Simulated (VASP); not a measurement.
EuS:

```
Eu S
1.0
     0.00000    2.97850    2.97850
     2.97850    0.00000    2.97850
     2.97850    2.97850    0.00000
Eu S
1 1
Cartesian
  0.0000 0.0000 0.0000
  2.9785 2.9785 2.9785
```

Program: VASP 6.6.1. Alike in all runs: potentials or basis VASP PAW PBE potentials, release 64 (Eu, S); cell as given; cutoff (eV) 520.

Q: Order these runs on this cell by their pressure, lowest first.
A. level PBEsol; spin collinear, ferromagnetic start, SOC; k mesh 6 × 6 × 6; smearing fermi-dirac 0.05 eV
B. level BLYP; spin collinear, ferromagnetic start; k mesh 8 × 8 × 8; smearing fermi-dirac 0.05 eV
C. level revPBE; spin collinear, ferromagnetic start; k mesh 8 × 8 × 8; smearing fermi-dirac 0.05 eV
D. level PBE; spin collinear, ferromagnetic start; k mesh 8 × 8 × 8; smearing gaussian 0.011 eV

A: A (-5.9 GPa), D (-2.8 GPa), C (-1.0 GPa), B (0.5 GPa).

Caveats: a cell with one magnetic atom can't hold antiferromagnetic order, which such compounds often take; the PAW data sets were made with another functional, which shifts forces and pressure a little (some runs).
